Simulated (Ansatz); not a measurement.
# SiMo3: course of a relaxation

All numbers below come from DFT PBEsol, scalar-relativistic, plane waves, PAW (Ansatz 0.2.0). Settings: 420 eV cutoff, 6×6×6 k-mesh, Gaussian smearing of 0.10 eV, no spin polarisation.

What was changed: 0 of 4 Si sites taken by Pb, cell and atoms relaxed.

Command:

```bash
ansatz run input.yaml --threads 2 --pin off --max-ram 5120MiB --backend cpu --events-out ev --progress --plain --runs-dir out
```

Input:

```yaml
crystal:
  lattice:
    - [-4.8615836809, 4.8615836809, 0.0]
    - [0.0, 4.8615836809, -4.8615836809]
    - [-4.8615836809, 0.0, -4.8615836809]
  atoms:
    - { symbol: Si, position: [0.75, 0.75, 0.75] }
    - { symbol: Si, position: [0.25, 0.25, 0.25] }
    - { symbol: Si, position: [0.0, 0.0, 0.0] }
    - { symbol: Si, position: [0.5, 0.5, 0.5] }
    - { symbol: Mo, position: [0.375, 0.125, 0.625] }
    - { symbol: Mo, position: [0.875, 0.625, 0.125] }
    - { symbol: Mo, position: [0.625, 0.875, 0.375] }
    - { symbol: Mo, position: [0.125, 0.375, 0.875] }
    - { symbol: Mo, position: [0.625, 0.125, 0.875] }
    - { symbol: Mo, position: [0.125, 0.625, 0.375] }
    - { symbol: Mo, position: [0.375, 0.875, 0.125] }
    - { symbol: Mo, position: [0.875, 0.375, 0.625] }
    - { symbol: Mo, position: [0.375, 0.625, 0.875] }
    - { symbol: Mo, position: [0.875, 0.125, 0.375] }
    - { symbol: Mo, position: [0.125, 0.875, 0.625] }
    - { symbol: Mo, position: [0.625, 0.375, 0.125] }
basis:
  ecutwfc: 420
kpoints:
  mp_grid: { grid: [6, 6, 6] }
hamiltonian:
  xc: pbesol
scf:
  occupations: { method: gaussian, width: 0.1 }
output:
  forces: true
  stress: true
  eigenvalues: true
relax:
  adjacent_minimum: "off"
  f_tol: 0.015
  max_steps: 60
  cell: { stress_tol: 0.15 }
```

F is the free energy. Steps run on the plane waves of an earlier cell, but the last one, and at times one on the way, on a freshly chosen basis, so a repeated geometry can differ a little in energy.

Steps:

```
step F − F(1) (eV) largest force component (eV/Å) V (Å³/atom) P (GPa)
   1         0.0000                           0.000       14.363    -0.17
   2         0.0000                           0.000       14.343     0.20
   3        -0.0001                           0.000       14.354     0.00
   4        -0.0001                           0.000       14.354     0.00
```

Relaxed structure:

```yaml
crystal:
  lattice:
    - [-4.86056, 4.86056, 0.00000]
    - [0.00000, 4.86056, -4.86056]
    - [-4.86056, 0.00000, -4.86056]
  atoms:
    - { symbol: Si, position: [0.75000, 0.75000, 0.75000] }
    - { symbol: Si, position: [0.25000, 0.25000, 0.25000] }
    - { symbol: Si, position: [0.00000, 0.00000, 0.00000] }
    - { symbol: Si, position: [0.50000, 0.50000, 0.50000] }
    - { symbol: Mo, position: [0.37500, 0.12500, 0.62500] }
    - { symbol: Mo, position: [0.87500, 0.62500, 0.12500] }
    - { symbol: Mo, position: [0.62500, 0.87500, 0.37500] }
    - { symbol: Mo, position: [0.12500, 0.37500, 0.87500] }
    - { symbol: Mo, position: [0.62500, 0.12500, 0.87500] }
    - { symbol: Mo, position: [0.12500, 0.62500, 0.37500] }
    - { symbol: Mo, position: [0.37500, 0.87500, 0.12500] }
    - { symbol: Mo, position: [0.87500, 0.37500, 0.62500] }
    - { symbol: Mo, position: [0.37500, 0.62500, 0.87500] }
    - { symbol: Mo, position: [0.87500, 0.12500, 0.37500] }
    - { symbol: Mo, position: [0.12500, 0.87500, 0.62500] }
    - { symbol: Mo, position: [0.62500, 0.37500, 0.12500] }
```

Symmetry: Pm-3n, No. 223, cubic system. Conventional cell: a = 4.861 Å, b = 4.861 Å, c = 4.861 Å, α = 90.00°, β = 90.00°, γ = 90.00°. Si (site symmetry m-3) has 12 Mo at 2.72 Å as nearest neighbours. Mo (site symmetry -4m2) has 2 Mo at 2.43 Å and 4 Si at 2.72 Å as nearest neighbours.

The run converged. The run took 43 s on 2 threads of Intel(R) Xeon(R) Platinum 8488C (Sapphire Rapids), with other jobs on the host, peak memory 0.87 GiB.